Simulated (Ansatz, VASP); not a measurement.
# SiO2: VASP beside Ansatz

```
CELL_PARAMETERS angstrom
-1.81055 1.81055 3.94667
1.81055 -1.81055 3.94667
1.81055 1.81055 -3.94667
ATOMIC_POSITIONS crystal
Si 0.00000 0.00000 0.00000
Si 0.75000 0.25000 0.50000
O 0.37500 0.36544 0.49044
O 0.11544 0.62500 0.99044
O 0.63456 0.12500 0.00956
O 0.87500 0.88456 0.50956
```

Alike in both runs: task single point; functional LDA; k mesh 8 × 8 × 8; occupations gaussian, width 0.02 eV; no spin polarisation.

|  | VASP | Ansatz |
| --- | --- | --- |
| version | VASP 6.6.1 | Ansatz 0.2.0 |
| potentials or method | VASP PAW LDA potentials, release 64 (Si, O) | scalar-relativistic, plane waves, PAW |
| plane-wave cutoff (eV) | 520 | 420 |
| valence electrons in the cell | 32 | 32 |

Ansatz gave:

| Quantity | Value |
| --- | --- |
| gap on the k mesh at the Fermi level (eV) | 6.41 |
| least direct gap on the mesh (eV) | 6.62 |
| rms of the force components (eV/Å) | 0.000 |

Problem. Estimate VASP's values.

Solution. gap on the k mesh at the Fermi level (eV): 6.37; least direct gap on the mesh (eV): 6.58; rms of the force components (eV/Å): 0.046.

Atom by atom the forces differ by 0.046 eV/Å (rms over components).

 LDA gaps usually lie below the measured ones, often by a third to a half. A k mesh can miss the band edges.
